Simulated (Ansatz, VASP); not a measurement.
## One calculation of MgO, two programs

INCAR

```
SYSTEM = MgO
PREC = Accurate
ENCUT = 600
EDIFF = 1E-6
ISMEAR = 0
SIGMA = 0.02
LREAL = .FALSE.
LASPH = .TRUE.
NELM = 100
ALGO = Normal
ISIF = 3
LWAVE = .FALSE.
LCHARG = .FALSE.
GGA = PS
IBRION = 2
NSW = 100
EDIFFG = -0.005
```

File KPOINTS:

```
Automatic mesh
0
G
  10 10 10
  0 0 0
```

POSCAR

```
MgO
1.0
    0.0000000000      2.1085000000      2.1085000000
    2.1085000000      0.0000000000      2.1085000000
    2.1085000000      2.1085000000      0.0000000000
Mg O
1 1
Direct
    0.0000000000      0.0000000000      0.0000000000
    0.5000000000      0.5000000000      0.5000000000
```

Input for Ansatz:

```yaml
crystal:
  lattice:
    - [0.0, 2.1085, 2.1085]
    - [2.1085, 0.0, 2.1085]
    - [2.1085, 2.1085, 0.0]
  atoms:
    - { symbol: Mg, position: [0.0, 0.0, 0.0] }
    - { symbol: O, position: [0.5, 0.5, 0.5] }
basis:
  ecutwfc: 420
kpoints:
  mp_grid: { grid: [10, 10, 10] }
hamiltonian:
  xc: pbesol
scf:
  occupations: { method: gaussian, width: 0.02 }
output:
  forces: true
  stress: true
  eigenvalues: true
relax:
  adjacent_minimum: "off"
  f_tol: 0.005
  max_steps: 80
  cell: { stress_tol: 0.05 }
```

Alike in both runs: task relaxation of cell and atoms; functional PBEsol; k mesh 10 × 10 × 10; occupations gaussian, width 0.02 eV; no spin polarisation.

|  | VASP | Ansatz |
| --- | --- | --- |
| version | VASP 6.6.1 | Ansatz 0.2.0 |
| potentials or method | VASP PAW PBE potentials, release 64 (Mg, O) | scalar-relativistic, plane waves, PAW |
| plane-wave cutoff (eV) | 600 | 420 |
| valence electrons in the cell | 8 | 16 |

VASP gave:

* gap on the k mesh at the Fermi level, each at its own relaxed structure (eV): 4.66
* relaxed volume (Å³/atom): 9.31
* relaxed cell length with the largest relative difference (Å): 2.975

Task: What did Ansatz give for the same quantities?

Result: gap on the k mesh at the Fermi level, each at its own relaxed structure (eV): 4.62; relaxed volume (Å³/atom): 9.36; relaxed cell length with the largest relative difference (Å): 2.980.

The two sets of potentials don't hold the same shells in valence.

Caveats: the PAW data sets were made with another functional, which shifts forces and pressure a little (VASP). PBEsol gaps usually lie below the measured ones, often by a third to a half.
